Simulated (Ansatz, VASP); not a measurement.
**PtSe2: VASP beside Ansatz**

Aim: how closely do two programs agree when they are given the same cell, functional and k mesh? The cell is taken from a series of runs on this material, whose earlier steps may have relaxed, scaled, displaced or heated it; both programs get it as it stands.

Program: Ansatz 0.2.0. Level of theory: plane waves, with VASP 6.6.1 beside it; single point at PBE. Results are calculated unless marked as measured.

## Step 1: The starting structure

The cell holds 6 atoms: 4 Se and 2 Pt. Cell: a = 3.724 Å, b = 3.724 Å, c = 22.593 Å, α = 90.0°, β = 90.0°, γ = 120.0°. It derives from PtSe2 (Sudovikovite). As first built, before any earlier steps moved the atoms (in the runner's words): kind sheets cut from a layered crystal; sheets 2. Vacuum lies along c.

## Step 2: Ansatz: single point, PBE

Ansatz runs on its default PAW (the set named soft_2) files.

With cell and atoms fixed, the geometry can't cause a difference; cores, projectors, grids and the points listed under the comparison can.

input.yaml

```yaml
crystal:
  lattice:
    - [3.7240000002, 0.0, 0.0]
    - [-1.8620000001, 3.2250786038, 0.0]
    - [0.0, 0.0, 22.593]
  atoms:
    - { symbol: Se, position: [0.3333333333, 0.6666666667, 0.6671316076] }
    - { symbol: Pt, position: [0.0, 0.0, 0.6083410624] }
    - { symbol: Se, position: [0.6666666667, 0.3333333333, 0.551081105] }
    - { symbol: Se, position: [0.3333333333, 0.6666666667, 0.448918895] }
    - { symbol: Pt, position: [0.0, 0.0, 0.3916589376] }
    - { symbol: Se, position: [0.6666666667, 0.3333333333, 0.3328683924] }
kpoints:
  mp_grid: { grid: [12, 12, 1] }
scf:
  occupations: { method: fermi_dirac, width: 0.02 }
  n_extra_bands: 9
hamiltonian:
  xc: pbe
  pseudopotentials: { kind: paw }
output:
  forces: true
  write_potential: true
  volumetric_format: []
  efg: { contact_densities: true }
  dos:
    projected: true
    de: 0.05
    e_range: [-30, 12]
    method: { smearing: { sigma: 0.12, scheme: gaussian } }
  eigenstates:
    kpoints:
      - [0.33333333, 0.33333333, 0.0]
      - [0.31666667, 0.31666667, 0.0]
      - [0.3, 0.3, 0.0]
      - [0.28333333, 0.28333333, 0.0]
      - [0.26666667, 0.26666667, 0.0]
      - [0.25, 0.25, 0.0]
      - [0.23333333, 0.23333333, 0.0]
      - [0.21666667, 0.21666667, 0.0]
      - [0.2, 0.2, 0.0]
      - [0.18333333, 0.18333333, 0.0]
      - [0.16666667, 0.16666667, 0.0]
      - [0.15, 0.15, 0.0]
      - [0.13333333, 0.13333333, 0.0]
      - [0.11666667, 0.11666667, 0.0]
      - [0.1, 0.1, 0.0]
      - [0.08333333, 0.08333333, 0.0]
      - [0.06666667, 0.06666667, 0.0]
      - [0.05, 0.05, 0.0]
      - [0.03333333, 0.03333333, 0.0]
      - [0.01666667, 0.01666667, 0.0]
      - [0.0, 0.0, 0.0]
      - [0.02777778, 0.0, 0.0]
      - [0.05555556, 0.0, 0.0]
      - [0.08333333, 0.0, 0.0]
      - [0.11111111, 0.0, 0.0]
      - [0.13888889, 0.0, 0.0]
      - [0.16666667, 0.0, 0.0]
      - [0.19444444, 0.0, 0.0]
      - [0.22222222, 0.0, 0.0]
      - [0.25, 0.0, 0.0]
      - [0.27777778, 0.0, 0.0]
      - [0.30555556, 0.0, 0.0]
      - [0.33333333, 0.0, 0.0]
      - [0.36111111, 0.0, 0.0]
      - [0.38888889, 0.0, 0.0]
      - [0.41666667, 0.0, 0.0]
      - [0.44444444, 0.0, 0.0]
      - [0.47222222, 0.0, 0.0]
      - [0.5, 0.0, 0.0]
      - [0.48333333, 0.03333333, 0.0]
      - [0.46666667, 0.06666667, 0.0]
      - [0.45, 0.1, 0.0]
      - [0.43333333, 0.13333333, 0.0]
      - [0.41666667, 0.16666667, 0.0]
      - [0.4, 0.2, 0.0]
      - [0.38333333, 0.23333333, 0.0]
      - [0.36666667, 0.26666667, 0.0]
      - [0.35, 0.3, 0.0]
    e_range: [-8.0, 6.0]
    unfold:
      supercell_matrix: [[1, 0, 0], [0, 1, 0], [0, 0, 1]]
      layers:
        axis: 3
        edges: [0.155822, 0.413032, 0.580063, 0.580163, 0.844177]
```

On the command line:

```
$ ansatz run input.yaml --threads 4 --pin off --max-ram 12288MiB --backend cpu --events-out ev --progress --plain --runs-dir out
```

Numbers of over 12 decimals in the logs are rounded to 6 here.

The log of the run:

```text
scf.n_extra_bands = 9 over 50 filled bands (N_el = 100.0): the run solves 59 bands
Pt: output.efg is read without spin–orbit coupling, which moves field gradients at and beside such atoms by some per cent and up to a factor of two; PAW files take it under magnetization.noncollinear and magnetization.spin_orbit
Engine: ansatz 0.2.0, x86_64-unknown-linux-gnu
Pseudopotentials: kind: paw
Pseudopotential: Se, paw, valence charge 16, recommended cutoff 420 eV (normal), Se.paw.azcp
Pseudopotential: Pt, paw, valence charge 18, recommended cutoff 420 eV (normal), Pt.paw.azcp
Functional definition: PBE
  parameter kappa = 0.804
  parameter beta = 0.066725
  exchange = pbe_x(kappa = kappa, mu = beta*pi^2/3)
  correlation = pbe_c(beta = beta)
Crystal: 6 atoms, lattice volume = 271.346 Å³
Basis set: ecut = 420 eV, 5355 PW (Γ), exchange–correlation on 50×50×320 points (8 copies of the dense FFT grid, shifted against one another)
Bands: 59, of which v1, the nominal top of the filled ones, is band 50 counted from 1 (49 counted from 0)
Symmetry: 12 space group operations
Space group: P-3m1 (ITA 164), of the structure as read, at distance tolerance 6.5e-5 Å
k-points: 19 of 144
Non-local potential: Se, projectors of the file, l = 0: 2, l = 1: 2, l = 2: 3, l = 3: 1
Non-local potential: Pt, projectors of the file, l = 0: 3, l = 1: 2, l = 2: 2, l = 3: 1
PAW form: soft (Blöchl's): semilocal exchange-correlation on the pseudo side does not see the compensation charge
PAW one-centre angular grid: Se, 590 points (default); XC on 64 Gauss nodes
PAW one-centre angular grid: Pt, 590 points (default); XC on 64 Gauss nodes
Initial density: superposition of atomic densities (neutral atoms: chi_scale 0, normalization atom), corrected by the library's trained network
Initial wavefunctions: pseudopotential atomic-orbital guess
Functional: x = pbe(κ = 0.804, μ = 0.219515), c = pbe(β = 0.066725)
SCF iter   1: F=—  HF=-46924.595876 eV  |F-HF|=—  |Δ(HF+E_count)|=         —  Δρ=2.97e-3  dr2=5.84e-2  ethr=1.77e-3  ⟨swp⟩=8.2  Hψ=4361  notcnv=0  defer=1
preconditioner: auto → Resta (q_TF=auto, 2.310 Å⁻¹)  ε∞=3.6  [insulator: Δε(μ)=0.286 eV  Ē_g=9.326 eV  σ=0.020 eV  W_gap=1.00  n_scr=70 (ndim 8)  ℏωp=15.0 eV  f_vac=0.541  D(μ)=0.01/eV (n_scr^D=0)  ε∞_Penn≈3.6  vacuum switching on, ρ_ref=6.3e-3 e/Å³]
SCF iter   2: F=—  HF=-46924.592263 eV  |F-HF|=—  |Δ(HF+E_count)|=   3.61e-3  Δρ=1.80e-3  dr2=4.12e-2  ethr=5.84e-5  ⟨swp⟩=3.1  Hψ=1824  notcnv=0  defer=65
SCF iter   3: F=—  HF=-46924.588596 eV  |F-HF|=—  |Δ(HF+E_count)|=   3.67e-3  Δρ=7.90e-4  dr2=1.63e-3  ethr=4.12e-5  ⟨swp⟩=2.2  Hψ=1283  notcnv=0  defer=65
SCF iter   4: F=—  HF=-46924.588921 eV  |F-HF|=—  |Δ(HF+E_count)|=   3.25e-4  Δρ=4.14e-4  dr2=6.72e-4  ethr=1.63e-6  ⟨swp⟩=2.4  Hψ=1568  notcnv=0  defer=65
SCF iter   5: F=—  HF=-46924.588963 eV  |F-HF|=—  |Δ(HF+E_count)|=   4.19e-5  Δρ=7.87e-5  dr2=1.64e-5  ethr=6.72e-7  ⟨swp⟩=2.3  Hψ=1338  notcnv=0  defer=65
SCF iter   6: F=—  HF=-46924.589033 eV  |F-HF|=—  |Δ(HF+E_count)|=   7.03e-5  Δρ=2.43e-5  dr2=1.86e-6  ethr=1.64e-8  ⟨swp⟩=2.0  Hψ=1492  notcnv=0  defer=65
SCF iter   7: F=—  HF=-46924.589034 eV  |F-HF|=—  |Δ(HF+E_count)|=   8.14e-7  Δρ=8.65e-6  dr2=1.96e-7  ethr=1.86e-9  ⟨swp⟩=2.0  Hψ=1472  notcnv=0  defer=65
SCF iter   8: F=-46924.589034 eV  HF=-46924.589034 eV  |F-HF|=4.43e-9  |Δ(HF+E_count)|=   3.52e-7  Δρ=2.02e-6  dr2=1.24e-8  ethr=1.00e-10  ⟨swp⟩=18.7  Hψ=8525  notcnv=0
SCF 1 converged in 8 iterations: F = -46924.589034 eV  dr2 = 1.24e-8
  greatest PAW one-centre occupation: 1.000 electrons in one spin orbital (limit 2), on the Pt atom at site 4 (counted from 0), in its partial waves of l = 0
NSCF: frozen V_eff on 48 k-points
WARN: The output density's exchange-correlation potential varies sharply where the density is thin. Do not read a vacuum level from v_tot or v_xc, or from such a field of the output density. On a cell that repeats whose density bears no net charge and no dipole along the vacuum's axis use v_es (v_loc + v_h of the components); under efield.dipole_correction with no amplitude use v_es + v_field, which holds any externa [...]
SCF converged after 8 iterations
Free energy (F): -46924.589034 eV
Harris-Foulkes:  -46924.589034 eV  (|F-HF|=4.43e-9)
Internal energy: -46924.588961 eV  (E = F + TS)
E sigma→0 (E₀):  -46924.588998 eV
Entropy (-TS):   -0.000073 eV (-0.012 meV/atom)
Fermi energy:    3.376221 eV
--- Per-component energies (eV) ---
  E_band       = -2900.858617
  E_kinetic    = 1748.449127
  E_local      = -110348.708136  (includes V_loc(G=0)·N_el)
  E_nonlocal   = -1981.154005
  E_hartree    = 54193.049053
  E_xc         = -940.745987
  E_vxc        = -998.941797  (∫ρ·V_xc dr)
  E_paw        = -26555.766136  (= ΣΔE_a)
  E_vpaw       = 293.409680  (= ΣTr[D̂ρ^β])
  E_aug_tail   = -0.001981  (compensation charges beyond the density's cutoff)
  E_ewald      = 36960.289104
  E_smearing   = -0.000073  (= −TS)
  E_closure    = -0.000000  (closes the sum)
  Σ components = -46924.589034   (vs F -46924.589034, Δ=0.00e0)
--- Forces (eV/Å), atoms counted from 1 ---
  atom   1  Se    -0.00000000     0.00000000     0.11329574
  atom   2  Pt    -0.00000000    -0.00000000     0.13108559
  atom   3  Se     0.00000000    -0.00000000     0.10401069
  atom   4  Se    -0.00000000     0.00000000    -0.10401069
  atom   5  Pt     0.00000000     0.00000000    -0.13108559
  atom   6  Se     0.00000000    -0.00000000    -0.11329574
  max |Σ_I F_I| component: 2.78e-17 eV/Å
--- PAW observables at the nuclei: V_zz in 10²¹ V/m², potentials from the cell's mean, atoms counted from 1 ---
  atom   1  Se V_zz =    -8.836293   η = 0.0000   by run symmetry: allowed
            electrostatic potential = -4704.166591 V   contact ρ = 262890.640379 e/Å³
  atom   2  Pt V_zz =    +8.374842   η = 0.0000   by run symmetry: allowed
            electrostatic potential = -16103.522661 V   contact ρ = 12084548.647335 e/Å³
  atom   3  Se V_zz =    -4.670771   η = 0.0000   by run symmetry: allowed
            electrostatic potential = -4703.931347 V   contact ρ = 262893.935672 e/Å³
  atom   4  Se V_zz =    -4.670771   η = 0.0000   by run symmetry: allowed
            electrostatic potential = -4703.931347 V   contact ρ = 262893.935672 e/Å³
  atom   5  Pt V_zz =    +8.374842   η = 0.0000   by run symmetry: allowed
            electrostatic potential = -16103.522661 V   contact ρ = 12084548.647335 e/Å³
  atom   6  Se V_zz =    -8.836293   η = 0.0000   by run symmetry: allowed
            electrostatic potential = -4704.166591 V   contact ρ = 262890.640379 e/Å³
--- Band table (eV; the first three rows and the last of 19) ---
  k-point 0: bands = [... 46 lower, 1.9953, 2.3497, 2.3497, 3.0087, 4.8996, 4.8996, 5.4743, 5.4743, ... 5 higher]
  k-point 1: bands = [... 46 lower, 1.9981, 2.2399, 2.3611, 3.2614, 4.5040, 4.7696, 4.9875, 5.3959, ... 5 higher]
  k-point 2: bands = [... 46 lower, 1.9189, 2.1544, 2.3155, 2.8813, 4.0812, 4.4662, 4.5418, 5.2419, ... 5 higher]
  k-point 18: bands = [... 46 lower, 1.0401, 1.0401, 1.5105, 1.5105, 3.6703, 3.6703, 4.8819, 4.8819, ... 5 higher]
```

The column dr2 measures how far the density is from self-consistency, as an energy; F and HF (Harris–Foulkes) agree once it is small.

## Step 3: VASP: single point, PBE

The same cell, functional, mesh and smearing now go to VASP, with its own data sets.

Lines of VASP's logs that name or quote its potential files are left out, and so is its time.

INCAR

```
SYSTEM = PtSe2
PREC = Accurate
ENCUT = 400
EDIFF = 1E-06
NELM = 120
ISMEAR = -1
SIGMA = 0.02
LREAL = .FALSE.
ALGO = Normal
GGA = PE
NBANDS = 28
LASPH = .TRUE.
LORBIT = 11
LWAVE = .FALSE.
LCHARG = .FALSE.
ISIF = 2
GGA_COMPAT = .FALSE.
EFERMI = MIDGAP
KPAR = 2
```

POSCAR

```
PtSe2
1.0
    3.7240000002      0.0000000000      0.0000000000
   -1.8620000001      3.2250786038      0.0000000000
    0.0000000000      0.0000000000     22.5930000000
Se Pt
4 2
Direct
    0.3333333333      0.6666666667      0.6671316076
    0.6666666667      0.3333333333      0.5510811050
    0.3333333333      0.6666666667      0.4489188950
    0.6666666667      0.3333333333      0.3328683924
    0.0000000000      0.0000000000      0.6083410624
    0.0000000000      0.0000000000      0.3916589376
```

KPOINTS

```
Automatic mesh
0
Gamma
12 12 1
0 0 0
```

Potentials, in the order of the species: Se and Pt (PBE family, release 64).

On the command line:

```
$ mpirun -np 2 vasp_std
```

The log of the run:

```text
[banner, memory and clock lines left out]
running    2 mpi-ranks, on    1 nodes
 distrk:  each k-point on    1 cores,    2 groups
 distr:  one band on    1 cores,    1 groups

 POSCAR found type information on POSCAR SePt
 POSCAR found :  2 types and       6 ions
 LDA part: xc-table for (Slater+PW92), standard interpolation
 POSCAR, INCAR and KPOINTS ok, starting setup
 FFT: planning ... GRIDC
 FFT: planning ... GRID_SOFT
 FFT: planning ... GRID
 WAVECAR not read
 entering main loop
       N       E                     dE             d eps       ncg     rms          rms(c)
DAV:   1     0.292571097143E+03    0.29257E+03   -0.15253E+04  1064   0.103E+03
DAV:   2    -0.286815117530E+01   -0.29544E+03   -0.28671E+03  1520   0.217E+02
DAV:   3    -0.293770117770E+02   -0.26509E+02   -0.25996E+02  1244   0.713E+01
DAV:   4    -0.300510895042E+02   -0.67408E+00   -0.67009E+00  1312   0.121E+01
DAV:   5    -0.300671847584E+02   -0.16095E-01   -0.16086E-01  1328   0.182E+00    0.174E+01
DAV:   6    -0.288483069471E+02    0.12189E+01   -0.94275E+00  1196   0.241E+01    0.105E+01
DAV:   7    -0.285638526744E+02    0.28445E+00   -0.27970E+00  1148   0.140E+01    0.438E+00
DAV:   8    -0.284685534572E+02    0.95299E-01   -0.22785E-01  1220   0.376E+00    0.108E+00
DAV:   9    -0.284584161454E+02    0.10137E-01   -0.67505E-02  1204   0.189E+00    0.265E-01
DAV:  10    -0.284589137083E+02   -0.49756E-03   -0.55361E-03  1212   0.419E-01    0.211E-01
DAV:  11    -0.284592087839E+02   -0.29508E-03   -0.39447E-04  1312   0.129E-01    0.138E-01
DAV:  12    -0.284591403911E+02    0.68393E-04   -0.62604E-04  1160   0.185E-01    0.774E-02
DAV:  13    -0.284591280857E+02    0.12305E-04   -0.88553E-05  1196   0.539E-02    0.636E-02
DAV:  14    -0.284591114952E+02    0.16590E-04   -0.24865E-05  1184   0.195E-02    0.341E-02
DAV:  15    -0.284591144991E+02   -0.30039E-05   -0.36845E-05  1172   0.228E-02    0.733E-03
DAV:  16    -0.284591229246E+02   -0.84255E-05   -0.55297E-06  1136   0.145E-02    0.478E-03
DAV:  17    -0.284591318963E+02   -0.89717E-05   -0.44000E-06   980   0.811E-03    0.526E-03
DAV:  18    -0.284591356097E+02   -0.37134E-05   -0.27529E-07   772   0.232E-03    0.360E-03
DAV:  19    -0.284591429523E+02   -0.73426E-05   -0.15858E-06   828   0.465E-03    0.318E-03
DAV:  20    -0.284591448576E+02   -0.19053E-05   -0.30766E-07   804   0.211E-03    0.636E-04
DAV:  21    -0.284591471919E+02   -0.23343E-05   -0.72734E-08   700   0.107E-03    0.320E-04
DAV:  22    -0.284591492744E+02   -0.20824E-05   -0.34086E-08   672   0.845E-04    0.175E-04
DAV:  23    -0.284591509737E+02   -0.16993E-05   -0.37831E-08   656   0.501E-04    0.529E-04
DAV:  24    -0.284591514762E+02   -0.50254E-06   -0.18946E-08   652   0.484E-04
   1 F= -.28459151E+02 E0= -.28459104E+02  d E =-.941844E-04
```

From OUTCAR (step 3):

```text
ion  position               nearest neighbor table
   1  0.333  0.667  0.667-   5 2.53   5 2.53   5 2.53
   2  0.667  0.333  0.551-   5 2.51   5 2.51   5 2.51
   3  0.333  0.667  0.449-   6 2.51   6 2.51   6 2.51
   4  0.667  0.333  0.333-   6 2.53   6 2.53   6 2.53
   5  0.000  0.000  0.608-   2 2.51   2 2.51   2 2.51   1 2.53   1 2.53   1 2.53
   6  0.000  0.000  0.392-   3 2.51   3 2.51   3 2.51   4 2.53   4 2.53   4 2.53

  LATTYP: Found a hexagonal cell.
 ALAT       =     3.7240000002
 C/A-ratio  =     6.0668635872

 Subroutine GETGRP returns: Found 12 space group operations
 (whereof 12 operations were pure point group operations)

The static configuration has the point symmetry D_3d.

 Found     19 irreducible k-points:

   k-points           NKPTS =     19   k-points in BZ     NKDIM =     19   number of bands    NBANDS=     28

   dimension x,y,z NGX =    24 NGY =   24 NGZ =  150
   dimension x,y,z NGXF=    48 NGYF=   48 NGZF=  300

   ENCUT  =  400.0 eV  29.40 Ry    5.42 a.u.   6.07  6.07 36.84*2*pi/ulx,y,z

   NELECT =      44.0000    total number of electrons

 k-points in reciprocal lattice and weights: Automatic mesh
   0.00000000  0.00000000  0.00000000       0.007
   0.08333333  0.00000000  0.00000000       0.042
   0.16666667  0.00000000  0.00000000       0.042
   0.25000000  0.00000000  0.00000000       0.042
   0.33333333  0.00000000  0.00000000       0.042
   0.41666667  0.00000000  0.00000000       0.042
   0.50000000  0.00000000  0.00000000       0.021
   0.08333333  0.08333333  0.00000000       0.042
   0.16666667  0.08333333  0.00000000       0.083
[...]
0.33333333  0.25000000  0.00000000       0.083
   0.33333333  0.33333333  0.00000000       0.014

 average (electrostatic) potential at core
       1 -58.7542       2 -59.0101       3 -59.0101       4 -58.7542       5 -74.8292
       6 -74.8292

 E-fermi :   0.3342

 k-point     1 :       0.0000    0.0000    0.0000
  band No.  band energies     occupation
    ...
     18      -1.0420      2.00000
     19      -1.0420      2.00000
     20      -0.6880      2.00000
     21      -0.6880      2.00000
     22      -0.0284      2.00000
     23       1.8569      0.00000
     24       1.8569      0.00000
     25       2.4306      0.00000
     26       2.4306      0.00000
     27       3.9772      0.00000
    ...

 k-point     2 :       0.0833    0.0000    0.0000
  band No.  band energies     occupation
    ...
     18      -1.1317      2.00000
     19      -1.0398      2.00000
     20      -0.7996      2.00000
     21      -0.6770      2.00000
     22       0.2253      1.99142
     23       1.4600      0.00000
     24       1.7268      0.00000
     25       1.9439      0.00000
     26       2.3520      0.00000
     27       4.2429      0.00000
    ...

 k-point     3 :       0.1667    0.0000    0.0000
  band No.  band energies     occupation
    ...
     18      -1.1928      2.00000
     19      -1.1203      2.00000
     20      -0.8861      2.00000
     21      -0.7236      2.00000
     22      -0.1575      2.00000
     23       1.0373      0.00000
     24       1.4214      0.00000
     25       1.4990      0.00000
     26       2.1980      0.00000
     27       4.7421      0.00000
    ...

  Total        2.8622093      2.8622093      1.6849091     -0.0000000      0.0000000      0.0000000
  in kB       16.9000539     16.9000539      9.9486279     -0.0000000      0.0000000      0.0000000
  external PRESSURE =      14.5829119 kB  Pullay stress =       0.0000000 kB

  energy-cutoff  :      400.00
  volume of cell :      271.35
      direct lattice vectors                 reciprocal lattice vectors
     3.724000000  0.000000000  0.000000000     0.268528464  0.155034981  0.000000000
    -1.862000000  3.225078604  0.000000000     0.000000000  0.310069962  0.000000000
     0.000000000  0.000000000 22.593000000     0.000000000  0.000000000  0.044261497

 POSITION                                       TOTAL-FORCE (eV/Angst)
 -----------------------------------------------------------------------------------
     -0.00000      2.15005     15.07250        -0.000000     -0.000000      0.113485
      1.86200      1.07503     12.45058        -0.000000      0.000000      0.098698
     -0.00000      2.15005     10.14242        -0.000000     -0.000000     -0.098698
      1.86200      1.07503      7.52050         0.000000      0.000000     -0.113485
      0.00000      0.00000     13.74425         0.000000     -0.000000      0.132783
      0.00000      0.00000      8.84875         0.000000     -0.000000     -0.132783
 -----------------------------------------------------------------------------------
    total drift:                                0.000000      0.000000      0.000000

  FREE ENERGIE OF THE ION-ELECTRON SYSTEM (eV)
  ---------------------------------------------------
  free  energy   TOTEN  =       -28.4591514762 eV

  energy  without entropy=      -28.4590572918  energy(sigma->0) =      -28.45910438

 total charge
# of ion       s       p       d       tot
------------------------------------------
    1        1.478   2.246   0.055   3.779
    2        1.486   2.232   0.072   3.789
    3        1.486   2.232   0.072   3.789
    4        1.478   2.246   0.055   3.779
    5        0.677   0.693   8.008   9.378
    6        0.677   0.693   8.008   9.378
--------------------------------------------------
tot          7.282  10.341  16.270  33.893

[... 3 further parts left out ...]
```

## Step 4: Side by side

Known differences besides the potentials themselves: the data sets hold 100 valence electrons in Ansatz (on its default PAW (the set named soft_2) files) and 44 in VASP; the cutoff is 420 eV in Ansatz and 400 eV in VASP. Total energies have different zeros and are not compared.

Compared:

| quantity | Ansatz | VASP | difference |
| --- | --- | --- | --- |
| gap on the k mesh (eV) | 0.230 | 0.218 | +0.012 |

Forces (eV/Å; atoms numbered as in POSCAR):

| atom | Ansatz x, y, z | VASP x, y, z |
| --- | --- | --- |
| Se1 | 0.000, 0.000, 0.113 | 0.000, 0.000, 0.113 |
| Se2 | 0.000, 0.000, 0.104 | 0.000, 0.000, 0.099 |
| Se3 | 0.000, 0.000, -0.104 | 0.000, 0.000, -0.099 |
| Se4 | 0.000, 0.000, -0.113 | 0.000, 0.000, -0.113 |
| Pt5 | 0.000, 0.000, 0.131 | 0.000, 0.000, 0.133 |
| Pt6 | 0.000, 0.000, -0.131 | 0.000, 0.000, -0.133 |

The forces differ by 1.9 meV/Å r.m.s., which is 2.8 % of the r.m.s. force of 0.067 eV/Å (both taken over all components). A gap on the mesh is an upper bound, since the band edges may lie between its points; neither run holds spin-orbit coupling, which can move the band edges of a compound of Pt. With vacuum in the cell, a pressure given here is an average over mostly empty space and none of the material.

## Step 5: Results

| Quantity | Value |
| --- | --- |
| r.m.s. force difference (single point, PBE) | 1.9 meV/Å |

The r.m.s. force difference is 1.9 meV/Å (single point, PBE), within the 12 meV/Å picked in this series as the mark of a large difference. The data sets hold unlike numbers of valence electrons (100 in Ansatz and 44 in VASP), so part of the differences comes from the potentials. How closely two codes agree says nothing of how well the functional describes the real material.

[Lines on the potential files, build, host, timing and source positions are cut from VASP's logs without a mark.]

[Logs are printed without paths, hosts, clocks, repeated set-up lines and the standing remarks that a program may print on its own settings, such as how far it seeks lower states.]

[Hosts, paths, dates, database ids (printed as entryN), source tags and the programs' standing remarks are cut or masked in the printed files.]
